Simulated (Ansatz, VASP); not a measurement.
# Two plane-wave programs on Pd

```xyz
1
Lattice="2.5886 0.0000 0.0000 0.0000 2.5886 0.0000 0.0000 0.0000 2.5886" Properties=species:S:1:pos:R:3 pbc="T T T"
Pd    0.0000    0.0000    0.0000
```

Alike in both runs: functional r2SCAN; k mesh 12 × 12 × 12; occupations fermi-dirac, width 0.1 eV; no spin polarisation.

Ansatz relaxed the structure, and its values are those at the end. VASP's run is a single point on that final structure, the one shown.

|  | VASP | Ansatz |
| --- | --- | --- |
| version | VASP 6.6.1 | Ansatz 0.2.0 |
| potentials or method | VASP PAW PBE potentials, release 64 (Pd) | plane waves (500 eV) with PAW, scalar-relativistic |
| plane-wave cutoff (eV) | 520 | 500 |
| valence electrons in the cell | 10 | 18 |

```tsv
	VASP	Ansatz	Ansatz less VASP
pressure (GPa)	0.5	0.0	-0.49
```

The two sets of potentials don't hold the same shells in valence.

Caveats: the PAW data sets were made with another functional, which shifts forces and pressure a little (VASP).
